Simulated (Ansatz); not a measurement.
LiF (rocksalt): an Ansatz output whose functional has been blanked. The cell was relaxed with r2SCAN and then strained (epitaxial -4.0 % in the xy plane, free normal strain +3.03 %), with the atoms relaxed again with r2SCAN; k points keep the names of the unstrained zone.

```xyz
2
Lattice="0.0000 1.9151 2.0553 1.9151 0.0000 2.0553 1.9151 1.9151 0.0000" Properties=species:S:1:pos:R:3 pbc="T T T"
Li    0.0000    0.0000    0.0000
F     1.9151    1.9151    2.0553
```

```
Pseudopotential: Li, paw, valence charge 3, recommended cutoff 420 eV
Pseudopotential: F, paw, valence charge 7, recommended cutoff 420 eV
Crystal: 2 atoms, lattice volume = 15.076 Å³
Basis set: ecut = 420 eV, 299 PW (Γ)
Bands: 9, of which v1, the nominal top of the filled ones, is band 5 counted from 1 (4 counted from 0)
Symmetry: 16 space group operations
Space group: I4/mmm (ITA 139)
k-points: 59 of 512
[warm-up without exact exchange]
SCF 1 stopped early in 2 iterations: F = -1016.106222 eV  dr2 = 1.77e-5
[exact exchange on]
SCF 2 stopped early in 7 iterations: F = -1016.084361 eV  dr2 = 2.09e-7
hybrid outer 1: dexx = +2.444e-3 eV, tail = 3.74e-6 eV
SCF 3 converged in 2 iterations: F = -1016.084461 eV  dr2 = 8.77e-9
hybrid outer 2: dexx = +5.663e-8 eV, tail = 2.38e-8 eV, Δε = 1.65e-3 eV
hybrid SCF converged: 2 outer / 9 inner (+2 warm-up)
Free energy (F): -1016.084462 eV
Fermi energy:    0.025966 eV
--- Per-component energies (eV) ---
  E_band       = -136.702546
  E_kinetic    = 233.720068
  E_local      = -620.564584
  E_nonlocal   = 39.183590
  E_hartree    = 217.571867
  E_xc         = -73.961024
  E_vxc        = -94.091234
  E_exx        = -38.529909
  E_paw        = -201.972048
  E_vpaw       = -53.036844
  E_ewald      = -571.504277
  E_core_change = -0.030198
--- Stress (GPa, compression-positive) ---
        8.978646       0.000000       0.000000
        0.000000       8.978646       0.000000
        0.000000       0.000000       1.770695
  P = ⅓ Tr σ = 6.5760 GPa (65.760 kbar)
--- Band table (eV; the first three rows and the last of 59) ---
  k-point 0: bands = [-42.8089, -21.8697, -0.1315, -0.1315, 0.0260, 12.0994, 26.6131, 27.2477, 27.8880]
  k-point 1: bands = [-42.7963, -21.8012, -0.5796, -0.1512, -0.0783, 12.5524, 23.7796, 25.3028, 26.5214]
  k-point 2: bands = [-42.7659, -21.6292, -1.6421, -0.2346, -0.1971, 13.3476, 21.1465, 23.3132, 24.6309]
  k-point 58: bands = [-42.7167, -21.0992, -3.6004, -1.0938, -1.0938, 17.3129, 19.8402, 20.9854, 24.7191]
```

bands.tsv, columns around the gap (it counts bands from 0):
```tsv
# k_distance	band_0	band_1	band_2	band_3	band_4	band_5	band_6	band_7	band_8
# fermi_ev = 0.025966
# [0, 0, 0] at k_distance = 0.000000
# [0.5, 0, 0.5] at k_distance = 1.640453
# [0.625, 0.25, 0.625] at k_distance = 2.200999
# [0.375, 0.375, 0.75] at k_distance = 3.194469
# [0.5, 0.5, 0.5] at k_distance = 4.153876
# [0.5, 0.25, 0.75] at k_distance = 5.274968
# levels_relative_to = fermi_ev
0.000	-42.835	-21.896	-0.157	-0.157	0.000	12.073	26.587	27.222	27.862
1.640	-42.719	-21.012	-3.582	-1.624	-1.103	18.663	18.820	20.939	23.009
2.201	-42.723	-21.083	-3.024	-1.966	-1.023	17.213	18.651	21.956	23.000
3.194	-42.737	-21.164	-2.994	-1.873	-0.817	17.276	17.873	22.070	23.802
4.154	-42.749	-21.394	-3.008	-0.463	-0.282	13.508	20.308	21.450	22.753
5.275	-42.729	-21.118	-2.461	-2.446	-1.078	17.370	18.741	21.101	22.977
```
In order the rows are Γ, X, U, K, L, W.

**Question.** Which level of theory was used?
A. r2SCAN0
B. HSE06
C. Hartree-Fock
D. PBE0

**Answer.** B. HSE06. The exchange loop and the term E_exx show exact exchange. HSE06 gives a direct gap of 12.07 eV at Γ. Among hybrids the size of the gap and of E_exx follows the share and range of exact exchange. The stress of a hybrid is loosely converged here. Within one family of functionals the choice rests on the size of the gap and stress, not on a line of the log.

Wall time 36 s on 1 × NVIDIA H100 80GB HBM3 with 2 threads of AMD EPYC 7R13 Processor (Zen 3), on a shared host; peak host memory 1.7 GiB.

The values are computed, spin-unpolarised, and not measurements.

The meshes of the hybrids are coarse, so their gaps aren't converged to the digits shown.
